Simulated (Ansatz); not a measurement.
## SrTiO3: calculated against measured nuclear parameters

**Measured values to compare with.**

“Density functional theory-based electric field gradient database”, 2020, arXiv:2005.09255 quotes: |V_zz| at O 1.62 × 10²¹ V/m².

Cell of run 1: a structure deposited in the COD, atoms as given.

```
Sr Ti O
1.0
     3.90500    0.00000    0.00000
     0.00000    3.90500    0.00000
     0.00000    0.00000    3.90500
Sr Ti O
1 1 3
Direct
  0.00000 0.00000 0.00000
  0.50000 0.50000 0.50000
  0.00000 0.50000 0.50000
  0.50000 0.00000 0.50000
  0.50000 0.50000 0.00000
```

Atom numbers follow the list; atoms alike are taken as one site, whose name carries the number of the first.

All runs are DFT with Ansatz 0.2.0 (plane waves and PAW, scalar-relativistic unless spin–orbit coupling is named, Γ-centred meshes, Fermi–Dirac smearing) in this cell.

Run 1: PBE, atoms as given; 420 eV, 8×8×8 k-points, smearing 0.02 eV.
Run 2: r2SCAN, at the relaxed atoms; 500 eV, 8×8×8 k-points, smearing 0.02 eV.
Run 3: PBE with spin–orbit coupling, at the relaxed atoms; 420 eV, 8×8×8 k-points, smearing 0.02 eV.
Run 4: LDA, at the relaxed atoms; 420 eV, 8×8×8 k-points, smearing 0.02 eV.
Run 5: PBEsol, at the relaxed atoms; 420 eV, 8×8×8 k-points, smearing 0.02 eV.

Relaxed positions (PBE, cell held):

```
CELL_PARAMETERS angstrom
3.90500 0.00000 0.00000
0.00000 3.90500 0.00000
0.00000 0.00000 3.90500
ATOMIC_POSITIONS crystal
Sr 0.00000 0.00000 0.00000
Ti 0.50000 0.50000 0.50000
O 0.00000 0.50000 0.50000
O 0.50000 0.00000 0.50000
O 0.50000 0.50000 0.00000
```

The measured V_zz are derived from measured couplings with the nuclear moments that the source uses.

**Question.** What do the runs give for these quantities, and how close do they come?

**Answer.** 

```json
{"quantity": "|V_zz| at O", "unit": "10²¹ V/m²", "measured": "1.62", "run 1": "1.30", "run 2": "1.59", "run 3": "1.30", "run 4": "0.96", "run 5": "1.10"}
```

For the |V_zz| at O, the closest is run 2 (-2 %), the farthest run 4 (-41 %).

The runs hold the atoms at rest, while the measurements include thermal motion.

This high-symmetry form of SrTiO3 is unstable when cold, to tilts of the octahedra. The symmetry of the cell holds that distortion back, wholly or in part, and it would change the field gradients, the more the larger the distortion. The cell isn't the equilibrium one in run 4 (calculated pressure -7 GPa), and the entry's cell may itself be off.
